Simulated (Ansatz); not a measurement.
Here is an Ansatz 0.2.0 calculation.

The input input.yaml:

```yaml
crystal:
  lattice:
    - [-0.008578, 1.795752, 1.801688]
    - [1.82295, -0.024052, 1.817163]
    - [1.795326, 1.783602, 0.003572]
  atoms:
    - { symbol: Cu, position: [0.001456, -0.024293, 0.029321] }
kpoints:
  mp_grid: { grid: [13, 13, 13] }
scf:
  occupations: { method: fermi_dirac, width: 0.05 }
hamiltonian:
  xc: pbesol
  pseudopotentials: { kind: all_electron, lapw: { basis_error: 0.001 } }
output:
  forces: true
  stress: true
  eigenvalues: true
  populations: true
```

Potentials or basis: all-electron LAPW, scalar-relativistic.

Launch:

```console
$ ansatz run input.yaml --threads 1 --pin off --max-ram 3072MiB --backend cpu --events-out ev --progress --plain --runs-dir out
```

(1) Estimate the band gap on the k mesh.

(2) Estimate the pressure.

## Answers

(1) none (metal or under the smearing width).

(2) -6.5 GPa.
